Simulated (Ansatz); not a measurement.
# A defect in a wire: (3,3) C nanotube, Au placed on top of one C, part 3 of 5

Wanted: the relaxed defect and the transmission past it, beside the channels of the perfect wire.

Ansatz 0.2.0; DFT PBE, plane waves, PAW; relaxation of a wire's period (the session's first sound run).

So far, conductance of the lead as this run defines it (G₀): step 3 (the perfect wire) 1.99.

### Step 4. Relaxation of the scattering region

This step: DFT PBE, plane waves, PAW; relaxation of a junction in a wire, ends held (Ansatz 0.2.0).

System of this step: (3,3) C nanotube, Au placed on top of one C. The cell holds 109 atoms: 108 C and 1 Au. Its edges and angles: a = 10.868 Å, b = 10.806 Å, c = 22.198 Å, α = 90.0°, β = 90.0°, γ = 90.0°. Regions: held atoms, 72 atoms (72 C); free atoms, 37 atoms (36 C and 1 Au). Vacuum lies along a and b. The structure's axis is c.

37 atoms at the defect are free to relax, while 72 stay where the perfect wire has them, so that the ends still repeat as a lead. The cutoff is set under the files' recommended one to save time.

The input, input.yaml:

```yaml
crystal:
  lattice:
    - [10.868, 0.0, 0.0]
    - [0.0, 10.806, 0.0]
    - [0.0, 0.0, 22.1983374737]
  atoms:
    - { symbol: C, position: [0.648270349, 0.62532147, 0.0] }
    - { symbol: C, position: [0.693514287, 0.500080886, 0.0] }
    - { symbol: C, position: [0.306485713, 0.499919114, 0.055555556] }
    - { symbol: C, position: [0.351729651, 0.37467853, 0.055555556] }
    - { symbol: C, position: [0.466301161, 0.691757203, 0.055555556] }
    - { symbol: C, position: [0.596808737, 0.668744024, 0.055555556] }
    - { symbol: C, position: [0.596793604, 0.331410617, 0.055555556] }
    - { symbol: C, position: [0.681870799, 0.433551834, 0.055555556] }
    - { symbol: C, position: [0.318129201, 0.566448166, 0.0] }
    - { symbol: C, position: [0.403206396, 0.668589383, 0.0] }
    - { symbol: C, position: [0.403191263, 0.331255976, 0.0] }
    - { symbol: C, position: [0.533698839, 0.308242797, 0.0] }
    - { symbol: C, position: [0.648270349, 0.62532147, 0.111111111] }
    - { symbol: C, position: [0.693514287, 0.500080886, 0.111111111] }
    - { symbol: C, position: [0.306485713, 0.499919114, 0.166666667] }
    - { symbol: C, position: [0.351729651, 0.37467853, 0.166666667] }
    - { symbol: C, position: [0.466301161, 0.691757203, 0.166666667] }
    - { symbol: C, position: [0.596808737, 0.668744024, 0.166666667] }
    - { symbol: C, position: [0.596793604, 0.331410617, 0.166666667] }
    - { symbol: C, position: [0.681870799, 0.433551834, 0.166666667] }
    - { symbol: C, position: [0.318129201, 0.566448166, 0.111111111] }
    - { symbol: C, position: [0.403206396, 0.668589383, 0.111111111] }
    - { symbol: C, position: [0.403191263, 0.331255976, 0.111111111] }
    - { symbol: C, position: [0.533698839, 0.308242797, 0.111111111] }
    - { symbol: C, position: [0.648270349, 0.62532147, 0.222222222] }
    - { symbol: C, position: [0.693514287, 0.500080886, 0.222222222] }
    - { symbol: C, position: [0.306485713, 0.499919114, 0.277777778] }
    - { symbol: C, position: [0.351729651, 0.37467853, 0.277777778] }
    - { symbol: C, position: [0.466301161, 0.691757203, 0.277777778] }
    - { symbol: C, position: [0.596808737, 0.668744024, 0.277777778] }
[... 73 atom lines left out ...]
    - { symbol: C, position: [0.681870799, 0.433551834, 0.944444444] }
    - { symbol: C, position: [0.318129201, 0.566448166, 0.888888889] }
    - { symbol: C, position: [0.403206396, 0.668589383, 0.888888889] }
    - { symbol: C, position: [0.403191263, 0.331255976, 0.888888889] }
    - { symbol: C, position: [0.533698839, 0.308242797, 0.888888889] }
    - { symbol: Au, position: [0.5675737, 0.115036311, 0.444444444], spin: 0.4 }
magnetization:
  spin_polarized: true
kpoints:
  mp_grid: { grid: [1, 1, 2] }
scf:
  occupations: { method: fermi_dirac, width: 0.1 }
hamiltonian:
  xc: pbe
relax:
  constraints:
    - { sites: [0, 1, 2, 3, 4, 5, 6, 7, 8, 9, 10, 11, 12, 13, 14, 15, 16, 17, 18, 19, 20, 21, 22, 23, 24, 25, 26, 27, 28, 29, 30, 31, 32, 33, 34, 35, 72, 73, 74, 75, 76, 77, 78, 79, 80, 81, 82, 83, 84, 85, 86, 87, 88, 89, 90, 91, 92, 93, 94, 95, 96, 97, 98, 99, 100, 101, 102, 103, 104, 105, 106, 107] }
  f_tol: 0.06
  max_steps: 35
basis:
  ecutwfc: "350 eV"
```

Command:

```console
$ ansatz run input.yaml --threads 4 --pin off --max-ram 16384MiB --backend cpu --events-out ev --progress --plain --runs-dir out
```

Numbers of over 12 decimals in the logs are rounded to 6 here.

Log:

```text
[...]
Warning: crystal.symmetry: narrowed to the stabiliser of the relax constraints — unitary ops 2 → 1; lowered at sites 26, 27, 28, 29, 30, 31, 62, 63, 64, 65, 66, 67 (the operations that carried what is held of a site onto what its image site leaves free; the constrained walk keeps no symmetry that its constraints do not admit)
[...]
Crystal: 109 atoms, lattice volume = 2606.964 Å³
Basis set: ecut = 350 eV, 38787 PW (Γ), exchange–correlation on 144×144×288 points (8 copies of the dense FFT grid, shifted against one another)
Bands: 335, of which v1, the nominal top of the filled ones, is band 226 counted from 1 (225 counted from 0)
Symmetry: 1 space group operations
k-points: 2
[...]
Starting moments: Σ|m| = 0.4 μB on 1 of 109 sites
[...]
SCF iter   1: F=—  HF=-40253.789930 eV  |F-HF|=—  |Δ(HF+E_count)|=         —  Δρ=4.55e-2 (↑4.27e-2 ↓4.55e-2)  dr2=3.82e2  dr2_m=2.38e-1  M=1.113 μB ∫|m|=1.280 μB  β_m=1.00  ethr=3.10e-3  ⟨swp⟩=7.0  Hψ=6635  notcnv=0  defer=224
[...]
spin=Collinear: LDOS preconditioning applied to the charge; magnetization (m = ρ↑ − ρ↓) channel mixes plain (no charge-response kernel on spin).
SCF iter   2: F=—  HF=-40216.066887 eV  |F-HF|=—  |Δ(HF+E_count)|=    3.77e1  Δρ=3.04e-2 (↑2.61e-2 ↓3.04e-2)  dr2=1.57e2  dr2_m=4.82e-1  M=1.971 μB ∫|m|=2.342 μB  β_m=1.00  ethr=3.10e-3  ⟨swp⟩=3.0  Hψ=2716  notcnv=0  defer=252
[...]
SCF iter  10: F=—  HF=-40194.000611 eV  |F-HF|=—  |Δ(HF+E_count)|=   1.49e-2  Δρ=2.07e-3 (↑2.07e-3 ↓1.40e-3)  dr2=6.20e-2  dr2_m=6.96e-2  M=0.243 μB ∫|m|=0.382 μB  β_m=0.30  ethr=6.18e-5  ⟨swp⟩=2.2  Hψ=2513  notcnv=0  defer=294
[...]
spin-set hold released at iteration 10 (site moments contracting): the magnetisation degrees of freedom join the quasi-Newton model from the next iteration; the mixer history was flushed
SCF iter  11: F=—  HF=-40194.013240 eV  |F-HF|=—  |Δ(HF+E_count)|=   1.26e-2  Δρ=1.45e-3 (↑1.45e-3 ↓1.09e-3)  dr2=2.16e-2  dr2_m=3.69e-2  M=0.220 μB ∫|m|=0.361 μB  β_m=0.65  ethr=1.37e-5  ⟨swp⟩=1.8  Hψ=1105  notcnv=0  defer=294
[...]
SCF iter  21: F=-40194.033440 eV  HF=-40194.033440 eV  |F-HF|=2.50e-7  |Δ(HF+E_count)|=   1.40e-6  Δρ=2.34e-6 (↑2.34e-6 ↓2.28e-6)  dr2=3.91e-7  dr2_m=6.49e-8  M=0.001 μB ∫|m|=0.009 μB  ethr=1.62e-10  ⟨swp⟩=2.0  Hψ=2260  notcnv=0
WARN: the starting moments were not kept: the SCF closed with an absolute magnetisation of 8.8e-3 μB, where they sum to 0.4 μB in size (1 site). That is at most 0.1 of that sum. Measured as dr2_m measures the in/out step, that magnetisation stands 6.5e-7 eV from none, at or under the dr2_threshold of 9.0e-5 eV: it is no larger than a step whose dr2_m would equal this threshold. The system may hold no moment; this SCF [...]
SCF 1 converged in 21 iterations: F = -40194.033440 eV  dr2 = 3.91e-7
[...]
relax step   1: F+E_penalty+E_count = -40194.03343980 eV  Δ(F+E_penalty+E_count) = +0.000e0 eV  max|allowed force component| = 2.117e0 eV/Å  Δτ_max = 0.0000 Å  (21 SCF iters, dr2 threshold 9.00e-5 eV, accepted)
[...]
Starting moments: Σ|m| = 0.4 μB on 1 of 109 sites; this step starts from the density that it was given
[...]
SCF iter   1: F=—  HF=-40194.409368 eV  |F-HF|=—  |Δ(HF+E_count)|=         —  Δρ=2.18e-3 (↑1.99e-3 ↓2.18e-3)  dr2=3.29e-1  dr2_m=8.67e-3  M=0.007 μB ∫|m|=0.037 μB  β_m=0.30  ethr=5.81e-5  ⟨swp⟩=2.0  Hψ=5100  notcnv=0  defer=283
eigensolver tolerance schedule calibrated: the retry pair's looser diagonalisation under-reported the residual by θ = 0.20 (0.12/decade); ethr = c·dr2/N_el runs at the constant in force after the calibration composes with the one it found (an armed cap, an earlier calibration), c = 7.1e-2
[...]
SCF iter   2: F=—  HF=-40194.361764 eV  |F-HF|=—  |Δ(HF+E_count)|=   4.76e-2  Δρ=1.41e-3 (↑1.26e-3 ↓1.41e-3)  dr2=1.06e-1  dr2_m=4.54e-3  M=0.008 μB ∫|m|=0.032 μB  β_m=0.48  ethr=5.20e-5  ⟨swp⟩=2.0  Hψ=1492  notcnv=0  defer=283
[...]
SCF iter   7: F=-40194.351047 eV  HF=-40194.351048 eV  |F-HF|=1.49e-6  |Δ(HF+E_count)|=   8.67e-6  Δρ=5.60e-6 (↑4.91e-6 ↓5.60e-6)  dr2=2.99e-6  dr2_m=1.54e-7  M=0.002 μB ∫|m|=0.008 μB  ethr=3.05e-9  ⟨swp⟩=1.5  Hψ=3396  notcnv=0
the starting moments were not kept: the SCF closed with an absolute magnetisation of 8.4e-3 μB, where they sum to 0.4 μB in size (1 site). That is at most 0.1 of that sum. Measured as dr2_m measures the in/out step, that magnetisation stands 8.2e-7 eV from none, at or under the dr2_threshold of 1.0e-4 eV: it is no larger than a step whose dr2_m would equal this threshold.
SCF 2 converged in 7 iterations: F = -40194.351047 eV  dr2 = 2.99e-6
relax step   2: F+E_penalty+E_count = -40194.35104691 eV  Δ(F+E_penalty+E_count) = -3.176e-1 eV  max|allowed force component| = 1.190e0 eV/Å  Δτ_max = 0.1984 Å  (7 SCF iters, dr2 threshold 1.00e-4 eV, accepted)
SCF iter   1: F=—  HF=-40194.466884 eV  |F-HF|=—  |Δ(HF+E_count)|=         —  Δρ=1.43e-3 (↑1.43e-3 ↓1.39e-3)  dr2=1.29e-1  dr2_m=3.35e-3  M=0.005 μB ∫|m|=0.024 μB  β_m=0.30  ethr=3.13e-4  ⟨swp⟩=5.0  Hψ=3776  notcnv=0  defer=302
[...]
SCF iter   6: F=-40194.434347 eV  HF=-40194.434348 eV  |F-HF|=4.62e-7  |Δ(HF+E_count)|=   1.13e-5  Δρ=8.28e-6 (↑8.28e-6 ↓7.39e-6)  dr2=9.85e-6  dr2_m=2.62e-7  M=0.001 μB ∫|m|=0.006 μB  ethr=1.24e-8  ⟨swp⟩=2.0  Hψ=3923  notcnv=0
[...]
SCF 3 converged in 6 iterations: F = -40194.434347 eV  dr2 = 9.85e-6
relax step   3: F+E_penalty+E_count = -40194.43434726 eV  Δ(F+E_penalty+E_count) = -8.330e-2 eV  max|allowed force component| = 3.950e-1 eV/Å  Δτ_max = 0.1215 Å  (6 SCF iters, dr2 threshold 8.85e-5 eV, accepted)
[...]
relax step   4: F+E_penalty+E_count = -40194.45797242 eV  Δ(F+E_penalty+E_count) = -2.363e-2 eV  max|allowed force component| = 2.621e-1 eV/Å  Δτ_max = 0.1332 Å  (7 SCF iters, dr2 threshold 1.72e-5 eV, accepted)
[...]
relax step   5: F+E_penalty+E_count = -40194.46261805 eV  Δ(F+E_penalty+E_count) = -4.646e-3 eV  max|allowed force component| = 1.272e-1 eV/Å  Δτ_max = 0.1996 Å  (8 SCF iters, dr2 threshold 7.57e-6 eV, accepted)
[...]
relax step   6: F+E_penalty+E_count = -40194.46726779 eV  Δ(F+E_penalty+E_count) = -4.650e-3 eV  max|allowed force component| = 3.059e-2 eV/Å  Δτ_max = 0.0604 Å  (7 SCF iters, dr2 threshold 3.81e-6 eV, accepted)
[...]
SCF iter   4: F=-40194.467268 eV  HF=-40194.467268 eV  |F-HF|=4.37e-11  |Δ(HF+E_count)|=   7.33e-9  Δρ=8.45e-8 (↑8.45e-8 ↓6.73e-8)  dr2=2.76e-10  dr2_m=1.01e-10  M=-0.000 μB ∫|m|=0.000 μB  ethr=1.00e-12  ⟨swp⟩=1.0  Hψ=3383  notcnv=0
[...]
SCF 7 converged in 4 iterations: F = -40194.467268 eV  dr2 = 2.76e-10
relax step   7: F+E_penalty+E_count = -40194.46726782 eV  Δ(F+E_penalty+E_count) = -2.751e-8 eV  max|allowed force component| = 3.065e-2 eV/Å  Δτ_max = 0.0000 Å  (4 SCF iters, accepted)
SCF converged after 4 iterations
Magnetization: -0.0000 μB (225.5000 up, 225.5000 down)
Absolute magnetization: 0.0002 μB (∫|ρ↑−ρ↓|, with the PAW one-centre terms)
[...]
Per-site moments (μB) at R_I (Å): [(5.269622091773174e-7, 0.591165), (-5.504308766207973e-7, 0.591147), (-6.366536385777729e-7, 0.591147), (6.164472239626874e-7, 0.591165), (6.648502379390848e-7, 0.591152), (-5.694135144118355e-7, 0.591165), (-5.717919099084027e-7, 0.591152), (5.545814360441061e-7, 0.591147), (6.072995997871862e-7, 0.591147), (-6.904499624153118e-7, 0.591152), (-6.300679370395052e-7, 0.591165), (5.44 [...]
Free energy (F): -40194.467268 eV
[...]
Internal energy: -40194.184779 eV  (E = F + TS)
E sigma→0 (E₀):  -40194.326024 eV
Entropy (-TS):   -0.282489 eV (-2.592 meV/atom)
Fermi energy:    0.104841 eV
[...]
--- Forces (eV/Å), atoms counted from 1 ---
  atom   1  C     -0.01771590     0.01771766    -0.00840706
  atom   2  C      0.00479552    -0.01577341    -0.00599894
  atom   3  C      0.00393551    -0.00076593     0.00899866
  atom   4  C      0.01213546    -0.00055244     0.02916777
  atom   5  C     -0.04558569    -0.00695281     0.07704560
  atom   6  C      0.03585478    -0.00355767     0.01291895
  atom   7  C     -0.00578732    -0.00617584     0.00218343
  atom   8  C      0.00531828     0.01261465     0.01265641
  atom   9  C      0.00638103    -0.00789050    -0.01655837
  atom  10  C     -0.00176137     0.00115087    -0.03653442
  atom  11  C     -0.00276412    -0.00570377    -0.02207196
  atom  12  C      0.00742519     0.00403840    -0.00855018
  atom  13  C     -0.00786200     0.03471154    -0.00944076
  atom  14  C      0.01612232    -0.02651693    -0.00159075
  atom  15  C     -0.00601909    -0.02523706    -0.13187260
  atom  16  C      0.01401848     0.02185338    -0.03522867
  atom  17  C      0.01313163    -0.02737201     0.02971369
  atom  18  C     -0.02044371     0.00186325    -0.03533650
  atom  19  C     -0.00385633    -0.00492692    -0.06396624
  atom  20  C      0.01872246     0.00546604    -0.01539030
  atom  21  C     -0.04211975    -0.05505055     0.04564829
  atom  22  C      0.02297592     0.06741024    -0.07518218
  atom  23  C     -0.04953173    -0.00458801    -0.00799978
  atom  24  C      0.04697125    -0.00213458     0.02781773
  atom  25  C      0.00478592    -0.03951904     0.05172750
  atom  26  C      0.00240482     0.03405048    -0.00895593
  atom  27  C     -0.06989202     0.23190172    -0.07171242
  atom  28  C      0.05273237    -0.22206275     0.21208969
  atom  29  C      0.00384033     0.08923310    -0.07282145
  atom  30  C      0.00629610     0.00715717    -0.03881114
  atom  31  C     -0.03696896    -0.13543040    -0.23158155
  atom  32  C      0.03971619    -0.00240860     0.04344292
  atom  33  C     -0.00942055    -0.06301748     0.20043010
  atom  34  C      0.03002601     0.03295015    -0.00208912
  atom  35  C      0.05473816    -0.00544840    -0.05498977
  atom  36  C     -0.06327007     0.09878747    -0.01417569
  atom  37  C     -0.00003475     0.00435268     0.01351212
  atom  38  C      0.00434427    -0.00829641     0.00584387
  atom  39  C     -0.00867902     0.00501872    -0.01726468
  atom  40  C      0.00780782    -0.00223103    -0.01226923
[...]
atom  98  C      0.00129482    -0.00931305     0.00530303
  atom  99  C     -0.02302192     0.02156955     0.00323607
  atom 100  C      0.00962480    -0.02519158     0.00289101
  atom 101  C     -0.03917487    -0.00075000     0.00254572
  atom 102  C      0.04213172     0.01486111     0.00384614
  atom 103  C     -0.00884539    -0.02307678     0.00254977
  atom 104  C      0.01287943     0.01451759     0.00296674
  atom 105  C      0.01113287    -0.00360709     0.01474162
  atom 106  C     -0.00498897    -0.00475279     0.03619689
  atom 107  C      0.00417047    -0.00609499     0.02087409
  atom 108  C      0.00132299     0.00624818     0.00809517
  atom 109  Au     0.00393988     0.00765512    -0.00028568
  max |Σ_I F_I| component: 1.42e-5 eV/Å
--- Relaxed structure (7 steps of the walk, 7 accepted, 0 SCFs on fresh bases) ---
  F+E_penalty+E_count = -40194.46726782 eV   max|allowed force component| = 3.065e-2 eV/Å
  atoms:
    - { symbol: C, position: [0.648270349, 0.625321, -5.963300807537657e-11] }
    - { symbol: C, position: [0.693514287, 0.500080886, -5.963300807537657e-11] }
    - { symbol: C, position: [0.306485713, 0.499919, 0.055556] }
    - { symbol: C, position: [0.351729651, 0.374679, 0.055556] }
    - { symbol: C, position: [0.466301161, 0.691757, 0.055556] }
    - { symbol: C, position: [0.596808737, 0.668744024, 0.055556] }
    - { symbol: C, position: [0.596793604, 0.331410617, 0.055556] }
    - { symbol: C, position: [0.681870799, 0.433552, 0.055556] }
    - { symbol: C, position: [0.318129201, 0.566448166, -5.963300807537657e-11] }
    - { symbol: C, position: [0.403206396, 0.668589, -5.963300807537657e-11] }
    - { symbol: C, position: [0.403191263, 0.331255976, -5.963300807537657e-11] }
    - { symbol: C, position: [0.533698839, 0.308243, -5.963300807537657e-11] }
    - { symbol: C, position: [0.648270349, 0.625321, 0.111111] }
    - { symbol: C, position: [0.693514287, 0.500080886, 0.111111] }
    - { symbol: C, position: [0.306485713, 0.499919, 0.166667] }
    - { symbol: C, position: [0.351729651, 0.374679, 0.166667] }
    - { symbol: C, position: [0.466301161, 0.691757, 0.166667] }
    - { symbol: C, position: [0.596808737, 0.668744024, 0.166667] }
    - { symbol: C, position: [0.596793604, 0.331410617, 0.166667] }
    - { symbol: C, position: [0.681870799, 0.433552, 0.166667] }
    - { symbol: C, position: [0.318129201, 0.566448166, 0.111111] }
    - { symbol: C, position: [0.403206396, 0.668589, 0.111111] }
    - { symbol: C, position: [0.403191263, 0.331255976, 0.111111] }
    - { symbol: C, position: [0.533698839, 0.308243, 0.111111] }
    - { symbol: C, position: [0.648270349, 0.625321, 0.222222] }
    - { symbol: C, position: [0.693514287, 0.500080886, 0.222222] }
    - { symbol: C, position: [0.306485713, 0.499919, 0.277778] }
    - { symbol: C, position: [0.351729651, 0.374679, 0.277778] }
    - { symbol: C, position: [0.466301161, 0.691757, 0.277778] }
    - { symbol: C, position: [0.596808737, 0.668744024, 0.277778] }
    - { symbol: C, position: [0.596793604, 0.331410617, 0.277778] }
    - { symbol: C, position: [0.681870799, 0.433552, 0.277778] }
    - { symbol: C, position: [0.318129201, 0.566448166, 0.222222] }
    - { symbol: C, position: [0.403206396, 0.668589, 0.222222] }
    - { symbol: C, position: [0.403191263, 0.331255976, 0.222222] }
    - { symbol: C, position: [0.533698839, 0.308243, 0.222222] }
    - { symbol: C, position: [0.647451, 0.624674, 0.333382] }
    - { symbol: C, position: [0.691335, 0.499163, 0.333341] }
    - { symbol: C, position: [0.308424, 0.500883, 0.389104] }
    - { symbol: C, position: [0.355560, 0.376561, 0.389403] }
[...]
- { symbol: C, position: [0.648270349, 0.625321, 0.888889] }
    - { symbol: C, position: [0.693514287, 0.500080886, 0.888889] }
    - { symbol: C, position: [0.306485713, 0.499919, 0.944444] }
    - { symbol: C, position: [0.351729651, 0.374679, 0.944444] }
    - { symbol: C, position: [0.466301161, 0.691757, 0.944444] }
    - { symbol: C, position: [0.596808737, 0.668744024, 0.944444] }
    - { symbol: C, position: [0.596793604, 0.331410617, 0.944444] }
    - { symbol: C, position: [0.681870799, 0.433552, 0.944444] }
    - { symbol: C, position: [0.318129201, 0.566448166, 0.888889] }
    - { symbol: C, position: [0.403206396, 0.668589, 0.888889] }
    - { symbol: C, position: [0.403191263, 0.331255976, 0.888889] }
    - { symbol: C, position: [0.533698839, 0.308243, 0.888889] }
    - { symbol: Au, position: [0.541119, 0.090392, 0.444458] }
```

Run time: 10 min. Hardware: 4 threads of Arm Neoverse V1, shared host; peak memory 10 GiB; 40 min of CPU time.

Relaxation path:

```
step  energy less that of the first step (eV)  largest force component (eV/Å)
   1                                   0.0000                          2.1168
   2                                  -0.3176                          1.1902
   3                                  -0.4009                          0.3950
   4                                  -0.4245                          0.2621
   5                                  -0.4292                          0.1272
   6                                  -0.4338                          0.0306
   7                                  -0.4338                          0.0306
```

The atoms that moved most (Å):

| atom | dx | dy | dz | length |
| --- | --- | --- | --- | --- |
| Au109 | -0.288 | -0.266 | 0.000 | 0.392 |
| C60 | 0.022 | -0.257 | 0.001 | 0.258 |
| C56 | -0.069 | -0.024 | 0.005 | 0.073 |
| C44 | -0.068 | -0.023 | -0.003 | 0.072 |
| C50 | -0.062 | -0.022 | 0.001 | 0.066 |
| C52 | 0.045 | 0.022 | -0.011 | 0.052 |
| C55 | 0.002 | -0.048 | 0.016 | 0.050 |
| C43 | 0.001 | -0.046 | -0.014 | 0.048 |

This step gave:

- energy at zero smearing: -40194.3260 eV

The largest force component on a free atom ends at 0.031 eV/Å, under the limit of 0.06. Au ends nearest to C at 2.10 Å.

(Part 3 of 5 ends here.)

[Logs are printed without paths, hosts, clocks, repeated set-up lines and the standing remarks that a program may print on its own settings, such as how far it seeks lower states.]

[Hosts, paths, dates, database ids (printed as entryN), source tags and the programs' standing remarks are cut or masked in the printed files.]
